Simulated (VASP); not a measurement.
Wanted: the native input for a VASP 6.6.1 run.

```
Task                   : single point
Functional             : PBEsol
Potentials or basis    : VASP PAW PBE potentials, release 64 (Ta_pv)
Cutoff                 : 900 eV
k mesh                 : 18 × 18 × 10
Occupations            : gaussian, width 0.1 eV
Spin                   : no spin polarisation
Further INCAR settings : ALGO = Fast; EDIFF = 1e-06
```

The structure of Ta lies in POSCAR:

```
Ta
1.0
    2.8669300000      0.0000000000      0.0000000000
   -1.4334700000      2.4828300000      0.0000000000
    0.0000000000      0.0000000000      5.0933200000
Ta
2
Direct
    0.3333300000      0.6666700000      0.2500000000
    0.6666700000      0.3333300000      0.7500000000
```

This isn't the form of Ta at room conditions, which is bcc.

One way to write it, as run:

INCAR

```
SYSTEM = Ta
PREC = Accurate
ENCUT = 900
EDIFF = 1E-6
ISMEAR = 0
SIGMA = 0.1
LREAL = .False.
LASPH = .True.
NELM = 80
ALGO = Fast
ISIF = 2
LWAVE = .False.
LCHARG = .False.
GGA = PS
```

KPOINTS

```
regular mesh
0
Gamma
  18 18 10
  0 0 0
```

Potentials or basis: VASP PAW PBE potentials, release 64 (Ta_pv).

Launch:

```sh
$ cat potpaw_PBE.64/Ta_pv/POTCAR > POTCAR
$ mpirun -np 1 vasp_std > vasp.out
```

It gave:

| Item | Value |
| --- | --- |
| Pressure | 0.0 GPa |
| Band gap on the k mesh | none (metal or under the smearing width) |

Caveat: the PAW data sets were made with another functional, which shifts forces and pressure a little.

Wall time 9 min on 1 thread of Intel(R) Xeon(R) Platinum 8259CL CPU @ 2.50GHz (Skylake/Cascade Lake) (shared host), peak memory 0.67 GiB.
